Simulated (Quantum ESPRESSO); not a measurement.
# CdTe under changes of volume

One of the cells (32.922 Å³/atom); the others are scaled copies at fixed shape and fractional positions:

```
Te Cd
1.0
     0.00000    3.20500    3.20500
     3.20500    0.00000    3.20500
     3.20500    3.20500    0.00000
Te Cd
1 1
Direct
  0.75000 0.75000 0.75000
  0.00000 0.00000 0.00000
```

```yaml
Program: Quantum ESPRESSO 7.5
Functional: PBE
Potentials_or_basis: SSSP 1.3 efficiency PBE
Cutoff: 816 eV
Density_cutoff: 6531 eV
k_mesh: 7 × 7 × 7
Occupations: fermi-dirac, width 0.05 eV
Spin: no spin polarisation
```

```csv
volume (Å³/atom),energy over the lowest point (meV/atom),pressure (GPa),gap on the mesh (eV)
30.947,113.92,8.3,1.06
31.605,?,?,?
32.263,56.74,5.6,0.93
32.922,36.12,4.4,0.87
33.580,20.09,3.3,0.81
34.239,8.19,2.4,0.75
34.897,0.00,1.5,0.69
```

Question: What does the run at 31.605 Å³/atom give?

Answer: Energy over the lowest point 82.49 meV/atom; pressure 6.9 GPa; gap on the mesh 0.99 eV.

Worked out: A Birch-Murnaghan fit of order 3 (a polynomial in V^(-2/3)) to the other rows has no minimum within the range. It gives 82.47 meV/atom at 31.605 Å³/atom, against the run's 82.49, and -dE/dV = 6.9 GPa, against 6.9. A straight line through the other rows of the gap, of slope -3.07 eV per unit of ln V (its deformation potential), gives 0.99 eV, against the run's 0.99.

Energies are extrapolated to zero smearing.

Caveats: spin-orbit coupling is left out, which moves the levels of the heavy elements.
